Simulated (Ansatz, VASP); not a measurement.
# MoS in VASP and in Ansatz

```xyz
2
Lattice="3.0583 0.0000 0.0000 0.0000 2.9692 0.0000 0.0000 0.0000 2.9692" Properties=species:S:1:pos:R:3 pbc="T T T"
Mo    0.0000    0.0000    0.0000
S     1.5292    1.4846    1.4846
```

Change from the starting cell: strain e1 = +0.03, atoms carried along.

Alike in both runs: task single point; functional PBEsol; k mesh 10 × 10 × 10; occupations gaussian, width 0.05 eV; collinear spin.

```csv
,VASP,Ansatz
version,VASP 6.6.1,Ansatz 0.2.0
potentials or method,"VASP PAW PBE potentials, release 64 (Mo_sv, S)","scalar-relativistic, plane waves, PAW"
plane-wave cutoff (eV),520,420
valence electrons in the cell,20,20
```

|  | VASP | Ansatz | Ansatz less VASP |
| --- | --- | --- | --- |
| gap on the k mesh at the Fermi level (eV) | none | none | - |
| pressure (GPa) | -6.1 | -6.5 | -0.43 |
| largest component of the traceless stress (GPa) | 6.25 | 6.28 | +0.032 |
| net moment per atom (μB) | 0.00 | 0.00 | 0.000 |

A gap of «none» marks a metal or a gap that the smearing closes. Ansatz warned: «seeded_moment_not_kept».

Caveats: the PAW data sets were made with another functional, which shifts forces and pressure a little (VASP).
